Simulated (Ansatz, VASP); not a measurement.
**Two plane-wave programs on Y**

```
Y
1.0
     3.64740    0.00000    0.00000
    -1.82370    3.15874    0.00000
     0.00000    0.00000    5.78791
Y
2
Direct
  0.66667 0.33333 0.75000
  0.33333 0.66667 0.25000
```

Alike in both runs: task single point; functional PBE; k mesh 7 × 7 × 4; occupations fermi-dirac, width 0.05 eV; no spin polarisation.

|  | VASP | Ansatz |
| --- | --- | --- |
| version | VASP 6.6.1 | Ansatz 0.2.0 |
| potentials or method | VASP PAW PBE potentials, release 64 (Y_sv) | Ansatz PAW |
| plane-wave cutoff (eV) | 520 | 420 |
| valence electrons in the cell | 22 | 22 |

Ansatz gave:

* gap on the k mesh at the Fermi level (eV): none
* pressure (GPa): -0.5
* largest component of the traceless stress (GPa): 0.88

**Question.** Which values does VASP return?

**Answer.** gap on the k mesh at the Fermi level (eV): none; pressure (GPa): -0.6; largest component of the traceless stress (GPa): 0.88.

A gap of «none» marks a metal or a gap that the smearing closes.
